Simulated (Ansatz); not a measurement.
# TiH4: a trial structure relaxed, part 2 of 2

The task: take a trial cell of TiH4 to zero force and stress.

Ansatz 0.2.0; DFT PBE, scalar-relativistic, plane waves, PAW.

### Step 4. Final relaxation

The end of the coarse run is made exact in the group found at a tolerance of 0.06 Å and reduced to its primitive cell.

input.yaml reads:

```yaml
crystal:
  lattice:
    - [-2.1251844218, 2.1251844218, 2.1251844218]
    - [2.1251844218, -2.1251844218, 2.1251844218]
    - [2.1251844218, 2.1251844218, -2.1251844218]
  atoms:
    - { symbol: Ti, position: [0.0, 0.0, 0.0] }
    - { symbol: H, position: [0.5, 0.5, 0.5] }
    - { symbol: H, position: [0.0, 0.0, 0.5] }
    - { symbol: H, position: [0.0, 0.5, 0.0] }
    - { symbol: H, position: [0.5, 0.0, 0.0] }
basis:
  ecutwfc: 420
kpoints:
  mp_grid: { grid: [12, 12, 12] }
hamiltonian:
  xc: pbe
scf:
  occupations: { method: gaussian, width: 0.1 }
output:
  forces: true
  stress: true
  eigenvalues: true
  write_density: true
  write_potential: true
  elf: true
  volumetric_format: npy
relax:
  adjacent_minimum: "off"
  f_tol: 0.01
  max_steps: 80
  cell: { stress_tol: 0.05 }
```

Run with:

```sh
> ansatz run input.yaml --threads 1 --pin off --max-ram 2048MiB --backend cpu --events-out ev --progress --plain --runs-dir out
```

Log:

```text
Warning: RAYON_NUM_THREADS=1 ignored (pool sized by the plan → 1); use --threads N
Engine: ansatz 0.2.0, aarch64-unknown-linux-gnu
Pseudopotentials: kind: paw
Pseudopotential: Ti, paw, valence charge 12, recommended cutoff 420 eV (normal), Ti.paw.azcp
Pseudopotential: H, paw, valence charge 1, recommended cutoff 420 eV (normal), H.paw.azcp
Functional definition: PBE
  parameter kappa = 0.804
  parameter beta = 0.06672455060314922
  exchange = pbe_x(kappa = kappa, mu = beta*pi^2/3)
  correlation = pbe_c(beta = beta)
Crystal: 5 atoms, lattice volume = 38.393 Å³
Basis set: ecut = 420 eV, 767 PW (Γ), exchange–correlation on 50×50×50 points (8 copies of the dense FFT grid, shifted against one another)
Bands: 13, of which v1, the nominal top of the filled ones, is band 8 counted from 1 (7 counted from 0)
Symmetry: 48 space group operations
Space group: Im-3m (ITA 229), of the structure as read, at distance tolerance 3.4e-5 Å
k-points: 72 of 1728
Non-local potential: Ti, projectors of the file, l = 0: 3, l = 1: 2, l = 2: 3, l = 3: 1
Non-local potential: H, projectors of the file, l = 0: 2, l = 1: 1
PAW form: soft (Blöchl's): semilocal exchange-correlation on the pseudo side does not see the compensation charge
PAW one-centre angular grid: Ti, 590 points (default); XC on 64 Gauss nodes
PAW one-centre angular grid: H, 110 points (default); XC on 64 Gauss nodes
Initial density: superposition of atomic densities (neutral atoms: chi_scale 0, normalization atom), corrected by the library's trained network
Initial wavefunctions: pseudopotential atomic-orbital guess
Functional: x = pbe(κ = 0.804, μ = 0.2195149727645171), c = pbe(β = 0.06672455060314922)
SCF iter   1: F=—  HF=-2562.085320 eV  |F-HF|=—  |Δ(HF+E_count)|=         —  Δρ=6.07e-3  dr2=1.83e-2  ethr=1.77e-3  ⟨swp⟩=4.3  Hψ=4598  notcnv=0
preconditioner: auto → Kerker (q_TF=auto, 2.358 Å⁻¹)  [metal: Δε(μ)=0.090 eV  Ē_g=6.078 eV  σ=0.100 eV  W_gap=0.47  n_scr=12 (ndim 8)  ℏωp=17.0 eV  f_vac=0.000  D(μ)=1.20/eV (n_scr^D=12)]
SCF iter   2: F=—  HF=-2562.085863 eV  |F-HF|=—  |Δ(HF+E_count)|=   5.43e-4  Δρ=3.65e-3  dr2=7.14e-3  ethr=1.14e-4  ⟨swp⟩=1.6  Hψ=1572  notcnv=0
SCF iter   3: F=—  HF=-2562.085887 eV  |F-HF|=—  |Δ(HF+E_count)|=   2.39e-5  Δρ=6.68e-4  dr2=2.66e-4  ethr=4.46e-5  ⟨swp⟩=1.9  Hψ=993  notcnv=0  defer=4
SCF iter   4: F=—  HF=-2562.086057 eV  |F-HF|=—  |Δ(HF+E_count)|=   1.70e-4  Δρ=2.15e-4  dr2=1.45e-5  ethr=1.66e-6  ⟨swp⟩=2.0  Hψ=1151  notcnv=0  defer=4
SCF iter   5: F=—  HF=-2562.086087 eV  |F-HF|=—  |Δ(HF+E_count)|=   3.03e-5  Δρ=2.29e-5  dr2=1.36e-7  ethr=9.05e-8  ⟨swp⟩=2.0  Hψ=1179  notcnv=0  defer=4
SCF iter   6: F=-2562.086088 eV  HF=-2562.086088 eV  |F-HF|=7.98e-9  |Δ(HF+E_count)|=   6.27e-7  Δρ=4.55e-6  dr2=3.66e-9  ethr=6.25e-10  ⟨swp⟩=9.8  Hψ=5652  notcnv=0
SCF 1 converged in 6 iterations: F = -2562.086088 eV  dr2 = 3.66e-9
relax step   1: F+E_penalty+E_count = -2562.08608760 eV  Δ(F+E_penalty+E_count) = +0.000e0 eV  max|allowed force component| = 9.039e-31 eV/Å  Δτ_max = 0.0000 Å  P = +0.815 GPa  Ω = 38.393 Å³  (6 SCF iters, dr2 threshold 1.00e-7 eV, accepted)
Crystal: 5 atoms, lattice volume = 38.819 Å³
Initial density: handed on by an earlier stage of this run
Initial wavefunctions: those handed on with the density
iter 1 solved again at ethr=3.77e-6 eV; its pass at ethr=3.10e-3 eV (dr2=6.04e-4 eV) is discarded
SCF iter   1: F=—  HF=-2562.086540 eV  |F-HF|=—  |Δ(HF+E_count)|=         —  Δρ=1.42e-3  dr2=6.89e-4  ethr=3.77e-6  ⟨swp⟩=2.0  Hψ=5292  notcnv=0
preconditioner: auto → Kerker (q_TF=auto, 2.354 Å⁻¹)  [metal: Δε(μ)=0.088 eV  Ē_g=6.065 eV  σ=0.100 eV  W_gap=0.45  n_scr=12 (ndim 8)  ℏωp=16.9 eV  f_vac=0.000  D(μ)=1.10/eV (n_scr^D=12)]
SCF iter   2: F=—  HF=-2562.086473 eV  |F-HF|=—  |Δ(HF+E_count)|=   6.76e-5  Δρ=8.70e-4  dr2=2.65e-4  ethr=3.77e-6  ⟨swp⟩=1.0  Hψ=936  notcnv=0
SCF iter   3: F=—  HF=-2562.086441 eV  |F-HF|=—  |Δ(HF+E_count)|=   3.12e-5  Δρ=7.97e-5  dr2=1.61e-6  ethr=1.66e-6  ⟨swp⟩=1.2  Hψ=969  notcnv=0
iter 4 did not close the SCF: its close was put off for the readings that it lacked (scf_convergence_deferred on its scf_iter line)
SCF iter   4: F=-2562.086444 eV  HF=-2562.086444 eV  |F-HF|=1.67e-7  |Δ(HF+E_count)|=   2.66e-6  Δρ=1.64e-5  dr2=1.30e-7  ethr=1.01e-8  ⟨swp⟩=2.0  Hψ=1223  notcnv=0
iter 5 did not close the SCF: its close was put off for the readings that it lacked (scf_convergence_deferred on its scf_iter line)
SCF iter   5: F=-2562.086444 eV  HF=-2562.086444 eV  |F-HF|=2.34e-9  |Δ(HF+E_count)|=   2.02e-7  Δρ=4.73e-6  dr2=1.21e-8  ethr=8.15e-10  ⟨swp⟩=2.1  Hψ=1208  notcnv=0
SCF iter   6: F=-2562.086444 eV  HF=-2562.086444 eV  |F-HF|=8.05e-11  |Δ(HF+E_count)|=   7.91e-9  Δρ=8.27e-7  dr2=1.69e-10  ethr=7.55e-11  ⟨swp⟩=4.3  Hψ=4226  notcnv=0
SCF 2 converged in 6 iterations: F = -2562.086444 eV  dr2 = 1.69e-10
relax step   2: F+E_penalty+E_count = -2562.08644418 eV  Δ(F+E_penalty+E_count) = -3.566e-4 eV  max|allowed force component| = 4.667e-31 eV/Å  Δτ_max = 0.0000 Å  P = -0.103 GPa  Ω = 38.819 Å³  energy of the carried Pulay correction = -5.811e-4 eV  (6 SCF iters, dr2 threshold 5.00e-7 eV, accepted)
Crystal: 5 atoms, lattice volume = 38.771 Å³
iter 1 solved again at ethr=5.02e-8 eV; its pass at ethr=3.10e-3 eV (dr2=8.04e-6 eV) is discarded
SCF iter   1: F=—  HF=-2562.086524 eV  |F-HF|=—  |Δ(HF+E_count)|=         —  Δρ=1.61e-4  dr2=8.84e-6  ethr=5.02e-8  ⟨swp⟩=2.0  Hψ=4966  notcnv=0
preconditioner: auto → Kerker (q_TF=auto, 2.354 Å⁻¹)  [metal: Δε(μ)=0.088 eV  Ē_g=6.082 eV  σ=0.100 eV  W_gap=0.45  n_scr=12 (ndim 8)  ℏωp=16.9 eV  f_vac=0.000  D(μ)=1.08/eV (n_scr^D=12)]
SCF iter   2: F=—  HF=-2562.086526 eV  |F-HF|=—  |Δ(HF+E_count)|=   2.09e-6  Δρ=9.84e-5  dr2=3.40e-6  ethr=5.02e-8  ⟨swp⟩=1.0  Hψ=936  notcnv=0
iter 3 did not close the SCF: its close was put off for the readings that it lacked (scf_convergence_deferred on its scf_iter line)
SCF iter   3: F=-2562.086526 eV  HF=-2562.086526 eV  |F-HF|=2.73e-8  |Δ(HF+E_count)|=   4.04e-7  Δρ=8.98e-6  dr2=2.03e-8  ethr=2.12e-8  ⟨swp⟩=1.2  Hψ=965  notcnv=0
iter 4 did not close the SCF: its close was put off for the readings that it lacked (scf_convergence_deferred on its scf_iter line)
SCF iter   4: F=-2562.086526 eV  HF=-2562.086526 eV  |F-HF|=2.10e-9  |Δ(HF+E_count)|=   3.34e-8  Δρ=1.84e-6  dr2=1.64e-9  ethr=1.27e-10  ⟨swp⟩=2.0  Hψ=1223  notcnv=0
iter 5 did not close the SCF: its close was put off for the readings that it lacked (scf_convergence_deferred on its scf_iter line)
SCF iter   5: F=-2562.086526 eV  HF=-2562.086526 eV  |F-HF|=2.91e-11  |Δ(HF+E_count)|=   2.53e-9  Δρ=5.32e-7  dr2=1.53e-10  ethr=1.02e-11  ⟨swp⟩=2.1  Hψ=1209  notcnv=0
SCF iter   6: F=-2562.086526 eV  HF=-2562.086526 eV  |F-HF|=9.09e-13  |Δ(HF+E_count)|=  9.91e-11  Δρ=9.38e-8  dr2=2.17e-12  ethr=1.00e-12  ⟨swp⟩=3.4  Hψ=3641  notcnv=0
SCF 3 converged in 6 iterations: F = -2562.086526 eV  dr2 = 2.17e-12
relax step   3: F+E_penalty+E_count = -2562.08652578 eV  Δ(F+E_penalty+E_count) = -8.160e-5 eV  max|allowed force component| = 1.035e-30 eV/Å  Δτ_max = 0.0000 Å  P = -0.001 GPa  Ω = 38.771 Å³  energy of the carried Pulay correction = -5.154e-4 eV  (6 SCF iters, accepted)
Initial wavefunctions: pseudopotential atomic-orbital guess (no wavefunctions were taken with the density)
iter 1 solved again at ethr=5.93e-9 eV; its pass at ethr=3.10e-3 eV (dr2=9.50e-7 eV) is discarded
SCF iter   1: F=—  HF=-2562.086994 eV  |F-HF|=—  |Δ(HF+E_count)|=         —  Δρ=9.68e-5  dr2=1.25e-7  ethr=5.93e-9  ⟨swp⟩=2.6  Hψ=7148  notcnv=0
preconditioner: auto → Kerker (q_TF=auto, 2.354 Å⁻¹)  [metal: Δε(μ)=0.088 eV  Ē_g=6.081 eV  σ=0.100 eV  W_gap=0.45  n_scr=12 (ndim 8)  ℏωp=16.9 eV  f_vac=0.000  D(μ)=1.08/eV (n_scr^D=12)]
SCF iter   2: F=—  HF=-2562.087033 eV  |F-HF|=—  |Δ(HF+E_count)|=   3.87e-5  Δρ=4.94e-5  dr2=3.40e-8  ethr=7.80e-10  ⟨swp⟩=1.7  Hψ=1127  notcnv=0
SCF iter   3: F=—  HF=-2562.087045 eV  |F-HF|=—  |Δ(HF+E_count)|=   1.24e-5  Δρ=7.41e-7  dr2=6.02e-11  ethr=2.12e-10  ⟨swp⟩=2.0  Hψ=1225  notcnv=0
iter 4 did not close the SCF: its close was put off for the readings that it lacked (scf_convergence_deferred on its scf_iter line)
SCF iter   4: F=-2562.087045 eV  HF=-2562.087045 eV  |F-HF|=3.55e-11  |Δ(HF+E_count)|=   1.33e-9  Δρ=1.21e-7  dr2=5.71e-12  ethr=1.00e-12  ⟨swp⟩=2.8  Hψ=1430  notcnv=0
iter 5 did not close the SCF: its close was put off for the readings that it lacked (scf_convergence_deferred on its scf_iter line)
SCF iter   5: F=-2562.087045 eV  HF=-2562.087045 eV  |F-HF|=4.55e-13  |Δ(HF+E_count)|=  3.73e-11  Δρ=3.36e-8  dr2=6.33e-13  ethr=1.00e-12  ⟨swp⟩=1.0  Hψ=936  notcnv=0
iter 6 did not close the SCF: its close was put off for the readings that it lacked (scf_convergence_deferred on its scf_iter line)
SCF iter   6: F=-2562.087045 eV  HF=-2562.087045 eV  |F-HF|=0.00e0  |Δ(HF+E_count)|=    0.00e0  Δρ=7.45e-9  dr2=2.20e-14  ethr=1.00e-12  ⟨swp⟩=1.0  Hψ=936  notcnv=0
iter 7 did not close the SCF: its close was put off for the readings that it lacked (scf_convergence_deferred on its scf_iter line)
SCF iter   7: F=-2562.087045 eV  HF=-2562.087045 eV  |F-HF|=4.55e-13  |Δ(HF+E_count)|=    0.00e0  Δρ=1.20e-9  dr2=3.85e-16  ethr=1.00e-12  ⟨swp⟩=1.0  Hψ=936  notcnv=0
SCF iter   8: F=-2562.087045 eV  HF=-2562.087045 eV  |F-HF|=4.55e-13  |Δ(HF+E_count)|=    0.00e0  Δρ=1.21e-10  dr2=2.79e-18  ethr=1.00e-12  ⟨swp⟩=1.4  Hψ=2200  notcnv=0
SCF 4 converged in 8 iterations: F = -2562.087045 eV  dr2 = 2.79e-18
relax step   4: F+E_penalty+E_count = -2562.08704530 eV  Δ(F+E_penalty+E_count) = -5.195e-4 eV  max|allowed force component| = 7.231e-31 eV/Å  Δτ_max = 0.0000 Å  P = +0.008 GPa  Ω = 38.771 Å³  stress off target by 7.52e-3 GPa  SCF on the basis re-selected at this cell (its energy is not comparable with the rows above)  (8 SCF iters)
basis re-selected at this cell: Δ(F+E_penalty+E_count) = -5.195e-4 eV, ΔP = +0.009 GPa vs the last step (what re-selecting the basis moved, of the pressure what is left beyond the Pulay correction that the steps carried, after the strain that the cell walked since its last selection, with what the two solves' SCF thresholds leave and, on support functions, any second-order correction that the steps lacked; it is no measure of the basis error at this ecutwfc). This SCF's stress stands 7.52e-3 GPa from its target on what of the cell is left free (relax.cell.stress_tol is 5.00e-2 GPa) and its largest allowed force component is 7.23e-31 eV/Å (relax.f_tol is 1.00e-2 eV/Å): within both
SCF converged after 8 iterations
Free energy (F): -2562.087045 eV
Harris-Foulkes:  -2562.087045 eV  (|F-HF|=4.55e-13)
Internal energy: -2562.081637 eV  (E = F + TS)
E sigma→0 (E₀):  -2562.084341 eV
Entropy (-TS):   -0.005409 eV (-1.082 meV/atom)
Fermi energy:    5.113631 eV
--- Per-component energies (eV) ---
  E_band       = -262.979626
  E_kinetic    = 325.018531
  E_local      = -1197.847388  (includes V_loc(G=0)·N_el)
  E_nonlocal   = 11.393738
  E_hartree    = 468.713408
  E_xc         = -133.115588
  E_vxc        = -167.986508  (∫ρ·V_xc dr)
  E_paw        = -1048.114392  (= ΣΔE_a)
  E_vpaw       = -170.979923  (= ΣTr[D̂ρ^β])
  E_aug_tail   = -0.004894  (compensation charges beyond the density's cutoff)
  E_ewald      = -988.125052
  E_smearing   = -0.005409  (= −TS)
  E_closure    = 0.000000  (closes the sum)
  Σ components = -2562.087045   (vs F -2562.087045, Δ=0.00e0)
--- Forces (eV/Å), atoms counted from 1 ---
  atom   1  Ti    -0.00000000    -0.00000000     0.00000000
  atom   2  H      0.00000000    -0.00000000     0.00000000
  atom   3  H      0.00000000     0.00000000    -0.00000000
  atom   4  H      0.00000000    -0.00000000    -0.00000000
  atom   5  H      0.00000000    -0.00000000     0.00000000
  max |Σ_I F_I| component: 4.11e-31 eV/Å
--- Stress (GPa, compression-positive) ---
        0.007521      -0.000000      -0.000000
        0.000000       0.007521      -0.000000
        0.000000       0.000000       0.007521
  P = ⅓ Tr σ = 0.0075 GPa (0.075 kbar)
--- Band table (eV; the first three rows and the last of 72) ---
  k-point 0: bands = ["-52.3811", "-28.5709", "-28.5709", "-28.5709", "-3.1632", "2.1990", "2.1990", "2.1990", "6.3888", "6.3888", "12.5947", "12.5947", "12.5947"]
  k-point 1: bands = ["-52.3807", "-28.5753", "-28.5727", "-28.5708", "-3.0496", "2.1572", "2.1769", "2.3039", "6.3444", "6.3839", "12.0381", "12.0575", "12.5378"]
  k-point 2: bands = ["-52.3797", "-28.5877", "-28.5778", "-28.5706", "-2.7161", "2.0452", "2.0956", "2.6149", "6.2361", "6.3731", "10.7855", "10.9095", "12.4157"]
  k-point 71: bands = ["-52.3711", "-28.6281", "-28.6281", "-28.6281", "2.2813", "2.2813", "2.2813", "4.4735", "4.4735", "6.1946", "6.1946", "6.1946", "9.1194"]
--- Relaxed structure (3 steps of the walk, 3 accepted, 1 SCFs on fresh bases) ---
  F+E_penalty+E_count = -2562.08704530 eV   max|allowed force component| = 7.231e-31 eV/Å   (the final SCF, on the basis selected at the relaxed cell)
  cell:  # Å, volume = 38.7707 Å³
    - [-2.1321344376996443, 2.1321344376996443, 2.1321344376996443]
    - [2.1321344376996443, -2.1321344376996443, 2.1321344376996443]
    - [2.1321344376996443, 2.1321344376996443, -2.1321344376996443]
  atoms:
    - { symbol: Ti, position: [7.684761228201455e-37, -3.540005172334421e-37, 2.9647543317689745e-37] }
    - { symbol: H, position: [0.5, 0.5, 0.5] }
    - { symbol: H, position: [0.0, 0.0, 0.5] }
    - { symbol: H, position: [0.0, 0.5, 0.0] }
    - { symbol: H, position: [0.5, 0.0, 0.0] }
```

It took 8.6 s on 1 thread of Arm Neoverse V2, shared host; peak memory 0.33 GiB.

Relaxation path:

| step | E - E(step 1) (eV/cell) | largest force component (eV/Å) | pressure (GPa) | volume (Å³) |
| --- | --- | --- | --- | --- |
| 1 | 0.0000 | 0.0000 | 0.82 | 38.39 |
| 2 | -0.0004 | 0.0000 | -0.10 | 38.82 |
| 3 | -0.0004 | 0.0000 | 0.00 | 38.77 |
| 4 | -0.0010 | 0.0000 | 0.01 | 38.77 |

Step 1 is the start. Step 4 repeats the geometry before it on a plane-wave basis chosen anew for that cell, so its energy need not be comparable with the rows above.

Lengths and angles in the start's conventional setting:

|  | before | after | change |
| --- | --- | --- | --- |
| a (Å) | 4.250 | 4.264 | +0.3 % |
| b (Å) | 4.250 | 4.264 | +0.3 % |
| c (Å) | 4.250 | 4.264 | +0.3 % |
| volume (Å³/atom) | 7.68 | 7.75 | +1.0 % |
| shortest distance (Å) | 1.840 | 1.846 | +0.3 % |
| space group (0.01 Å) | Im-3m | Im-3m | same |

The run keeps the 48 symmetry operations of the start, so it could not have lowered the symmetry.

Axes a, b and c in the maps are those of this run's conventional cell (a, b, c = 4.264, 4.264, 4.264 Å).

Density in a lattice plane of the grid's cell (edges 4.26 and 4.26 Å, at 0.250 of the third edge), which holds H.

Values in e/Å³, 12 rows by 12 columns:
```
0.18 0.21 0.26 0.27 0.19 0.10 0.07 0.10 0.19 0.27 0.26 0.21
0.18 0.26 0.53 0.77 0.46 0.19 0.11 0.19 0.46 0.77 0.53 0.26
0.16 0.27 0.77 1.49 0.77 0.27 0.16 0.27 0.77 1.49 0.77 0.27
0.11 0.19 0.46 0.77 0.53 0.26 0.18 0.26 0.53 0.77 0.46 0.19
0.07 0.10 0.19 0.27 0.26 0.21 0.18 0.21 0.26 0.27 0.19 0.10
0.05 0.07 0.11 0.16 0.18 0.18 0.18 0.18 0.18 0.16 0.11 0.07
0.07 0.10 0.19 0.27 0.26 0.21 0.18 0.21 0.26 0.27 0.19 0.10
0.11 0.19 0.46 0.77 0.53 0.26 0.18 0.26 0.53 0.77 0.46 0.19
0.16 0.27 0.77 1.49 0.77 0.27 0.16 0.27 0.77 1.49 0.77 0.27
0.18 0.26 0.53 0.77 0.46 0.19 0.11 0.19 0.46 0.77 0.53 0.26
0.18 0.21 0.26 0.27 0.19 0.10 0.07 0.10 0.19 0.27 0.26 0.21
0.18 0.18 0.18 0.16 0.11 0.07 0.05 0.07 0.11 0.16 0.18 0.18
```
Columns run along the first of these edges and rows up along the second, over one cell in 12 and 12 even steps from the bottom left corner. Atoms in the plane (fractional): H at (0.25, 0.25), H at (0.25, 0.75), H at (0.75, 0.75), H at (0.75, 0.25).

ELF in the same plane.

Ten even steps from ' ' (0.03) to '@' (1.00):
```
      ..::--------::..      ..::--------::..    
    ..--++##%%%%##++--..  ..--++##%%%%##++--..  
  ..--**%%@@@@@@@@%%++::..::++%%@@@@@@@@%%**--..
..::**%%@@@@@@@@@@@@##--..--##@@@@@@@@@@@@%%++::
..--##@@@@@@@@@@@@@@##--..--##@@@@@@@@@@@@@@##--
..--##@@@@@@@@@@@@%%**::..::++%%@@@@@@@@@@@@##--
..::++%%@@@@@@@@%%**--..  ..--**%%@@@@@@@@%%++::
  ..--++##%%%%##++--..      ..--++##%%%%##++--..
    ..::--------::..          ..::--------::..  
      ..........                  ..........    
    ..::--------::..          ..::--------::..  
  ..--++##%%%%##++--..      ..--++##%%%%##++--..
..::++%%@@@@@@@@%%**--..  ..--**%%@@@@@@@@%%++::
..--##@@@@@@@@@@@@%%**::..::++%%@@@@@@@@@@@@##--
..--##@@@@@@@@@@@@@@##--..--##@@@@@@@@@@@@@@##--
..::**%%@@@@@@@@@@@@##--..--##@@@@@@@@@@@@%%++::
  ..--**%%@@@@@@@@%%++::..::++%%@@@@@@@@%%**--..
    ..--++##%%%%##++--..  ..--++##%%%%##++--..  
      ..::--------::..      ..::--------::..    
          ..........          ..........        
```
Columns run along the first of these edges and rows up along the second, over one cell in 24 and 20 even steps from the bottom left corner. Atoms in the plane (fractional): H at (0.25, 0.25), H at (0.25, 0.75), H at (0.75, 0.75), H at (0.75, 0.25).

Both are smooth fields of the valence electrons: close to the nuclei they are not physical.

Outside the cores ELF peaks at 1.00 at H.

### Step 5. Changed: ecutwfc 36.7 Ry

input.yaml reads:

```yaml
crystal:
  lattice:
    - [-2.1321344377, 2.1321344377, 2.1321344377]
    - [2.1321344377, -2.1321344377, 2.1321344377]
    - [2.1321344377, 2.1321344377, -2.1321344377]
  atoms:
    - { symbol: Ti, position: [0.0, 0.0, 0.0] }
    - { symbol: H, position: [0.5, 0.5, 0.5] }
    - { symbol: H, position: [0.0, 0.0, 0.5] }
    - { symbol: H, position: [0.0, 0.5, 0.0] }
    - { symbol: H, position: [0.5, 0.0, 0.0] }
basis:
  ecutwfc: "36.7 Ry"
kpoints:
  mp_grid: { grid: [12, 12, 12] }
hamiltonian:
  xc: pbe
scf:
  occupations: { method: gaussian, width: 0.1 }
output:
  forces: true
  eigenvalues: true
  stress: true
```

Run with:

```sh
> ansatz run input.yaml --threads 1 --pin off --max-ram 2048MiB --backend cpu --events-out ev --progress --plain --runs-dir out
```

Log, shortened:

```text
Warning: RAYON_NUM_THREADS=1 ignored (pool sized by the plan → 1); use --threads N
[...]
Pseudopotentials: kind: paw
Pseudopotential: Ti, paw, valence charge 12, recommended cutoff 420 eV (normal), Ti.paw.azcp
Pseudopotential: H, paw, valence charge 1, recommended cutoff 420 eV (normal), H.paw.azcp
Functional definition: PBE
[...]
Crystal: 5 atoms, lattice volume = 38.771 Å³
Basis set: ecut = 499.3289376138798 eV, 959 PW (Γ), exchange–correlation on 54×54×54 points (8 copies of the dense FFT grid, shifted against one another)
Bands: 13, of which v1, the nominal top of the filled ones, is band 8 counted from 1 (7 counted from 0)
Symmetry: 48 space group operations
Space group: Im-3m (ITA 229), of the structure as read, at distance tolerance 3.4e-5 Å
k-points: 72 of 1728
[...]
SCF iter   1: F=—  HF=-2562.093958 eV  |F-HF|=—  |Δ(HF+E_count)|=         —  Δρ=6.44e-3  dr2=2.04e-2  ethr=1.77e-3  ⟨swp⟩=4.4  Hψ=4597  notcnv=0
[...]
SCF converged after 6 iterations
Free energy (F): -2562.094899 eV
[...]
E sigma→0 (E₀):  -2562.092196 eV
Entropy (-TS):   -0.005406 eV (-1.081 meV/atom)
Fermi energy:    5.112800 eV
[...]
--- Forces (eV/Å), atoms counted from 1 ---
  atom   1  Ti    -0.00000000     0.00000000     0.00000000
  atom   2  H      0.00000000    -0.00000000     0.00000000
  atom   3  H      0.00000000    -0.00000000    -0.00000000
  atom   4  H      0.00000000    -0.00000000     0.00000000
  atom   5  H      0.00000000    -0.00000000    -0.00000000
[...]
--- Stress (GPa, compression-positive) ---
       -0.008595       0.000000       0.000000
        0.000000      -0.008595       0.000000
        0.000000      -0.000000      -0.008595
  P = ⅓ Tr σ = -0.0086 GPa (-0.086 kbar)
--- Band table (eV; the first three rows and the last of 72) ---
  k-point 0: bands = ["-52.3827", "-28.5723", "-28.5723", "-28.5723", "-3.1637", "2.1986", "2.1986", "2.1986", "6.3879", "6.3879", "12.5933", "12.5933", "12.5933"]
[...]
```

It took 2.2 s on 1 thread of Arm Neoverse V2, shared host; peak memory 0.32 GiB.

```tsv
run	ending	energy change	pressure (GPa)	gap (eV)	force (eV/Å)	cycles	time
step 4	converged	0	0.0	0.00	0.00	-	8.6 s
variant	converged	-1.6 meV/atom	0.0	0.00	0.00	6	2.2 s
```

Changing the cutoff moves the energy by -1.6 meV/atom. More plane waves (499.329 against 420 eV) lower the energy, so the reference carries about that much basis error.

### Step 6. Outcome

What follows sums up all 2 parts. Changes of volume or cell count from the first structure of part 1.

| quantity | value |
| --- | --- |
| symmetry at the end (tolerance 0.05 Å) | space group Im-3m (No. 229) |
| conventional cell | a = 4.264 Å, b = 4.264 Å, c = 4.264 Å, α = 90.00°, β = 90.00°, γ = 90.00° |
| volume | 7.75 Å³/atom |
| energy over the elements (uncorrected; H, N, O, F and Cl as molecules) | +0.21 eV/atom |
| gap on the mesh | none (metal) |

The space group Im-3m (No. 229) is kept, and the volume per atom shrinks by 15.3 % from the first guess. With a positive formation energy it can't be a ground state. No finished test with a distortion of lower symmetry is shown, so the end may be a saddle point.
